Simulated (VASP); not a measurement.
Crystal: W.

```
CELL_PARAMETERS angstrom
0.00000 2.03000 2.03000
2.03000 0.00000 2.03000
2.03000 2.03000 0.00000
ATOMIC_POSITIONS crystal
W 0.00000 0.00000 0.00000
```

This isn't the form of W at room conditions, which is bcc.

| Property | Result |
| --- | --- |
| Program | VASP 6.6.1 |
| Task | relaxation of cell and atoms |
| Functional | LDA |
| Potentials or basis | VASP PAW LDA potentials, release 64 (W_sv) |
| Cutoff | 600 eV |
| k mesh | 11 × 11 × 11 |
| Occupations | fermi-dirac, width 0.05 eV |
| Spin | no spin polarisation |

At the start: pressure -16.1 GPa; volume 16.73 Å³/atom.

Task: Where does the relaxation end?

Result: Over 5 steps the energy falls by 48.6 meV/atom and the volume is 15.81 Å³/atom (-5.5 %); space group Fm-3m (No. 225, to 0.05 Å).

The path:
| step | energy change (eV) | largest force (eV/Å) | pressure (GPa) | volume (Å³) |
| --- | --- | --- | --- | --- |
| 1 | 0.0000 | 0.0000 | -16.14 | 16.73 |
| 2 | 0.6444 | 0.0000 | 91.15 | 12.97 |
| 3 | -0.0482 | 0.0000 | -1.67 | 15.90 |
| 4 | -0.0486 | 0.0000 | -0.28 | 15.83 |
| 5 | -0.0486 | 0.0000 | 0.05 | 15.81 |

Final structure:
```yaml
crystal:
  lattice:
    - [0.00000, 1.99201, 1.99201]
    - [1.99201, 0.00000, 1.99201]
    - [1.99201, 1.99201, 0.00000]
  atoms:
    - { symbol: W, position: [0.00000, 0.00000, 0.00000] }
```
